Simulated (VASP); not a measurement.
Write the native input for VASP 6.6.1 that does the following.

```
Task                   : work function
Functional             : PBE
Potentials or basis    : VASP PAW PBE potentials, release 64 (Cu)
Cutoff                 : 520 eV
k mesh                 : 18 × 18 × 1
Occupations            : methfessel-paxton, width 0.2 eV
Spin                   : no spin polarisation
Further INCAR settings : ALGO = Fast; EDIFF = 1e-07
```

The structure of Cu lies in POSCAR:

```
Cu                                      
1.0
    2.5703331496      0.0000000000      0.0000000000
    1.2851665748      2.2259738038      0.0000000000
    0.0000000000      0.0000000000     31.7893458280
  Cu            
     9
Direct
     0.3333333332999970    0.3333333332999970    0.2365832778734905
     0.6666666667000030    0.6666666667000030    0.3019612763151800
     0.0000000000000000    0.0000000000000000    0.3676725186092835
     0.3333333332999970    0.3333333332999970    0.4337795537132627
     0.6666666667000030    0.6666666667000030    0.5000000000000000
     0.0000000000000000    0.0000000000000000    0.5662204462867373
     0.3333333332999970    0.3333333332999970    0.6323274813907165
     0.6666666667000030    0.6666666667000030    0.6980387236848199
     0.0000000000000000    0.0000000000000000    0.7634167221265096
```

The cell was built by a generator and needn't be a form met in nature.

The input as run:

INCAR

```
PREC = Accurate
ENCUT = 520
EDIFF = 1E-7
ISMEAR = 1
SIGMA = 0.2
LREAL = False
LASPH = True
NELM = 60
ALGO = Fast
ISIF = 2
LWAVE = False
LCHARG = True
GGA = PE
LVHAR = True
LVACPOTAV = True
KPAR = 8
```

KPOINTS

```
Automatic mesh
0
Gamma
  18 18 1
```

Potentials or basis: VASP PAW PBE potentials, release 64 (Cu).

Launch:

```console
$ cat potpaw_PBE.64/Cu/POTCAR > POTCAR
$ mpirun -np 8 vasp_std > vasp.out
```

It gave:

```yaml
Largest_force: 0.020 eV/Å
Band_gap_on_the_k_mesh: none (metal or under the smearing width)
```

It took 2.6 min on 8 MPI ranks on Intel(R) Xeon(R) Platinum 8488C (Sapphire Rapids), on a shared host, peak memory 0.51 GiB a rank.
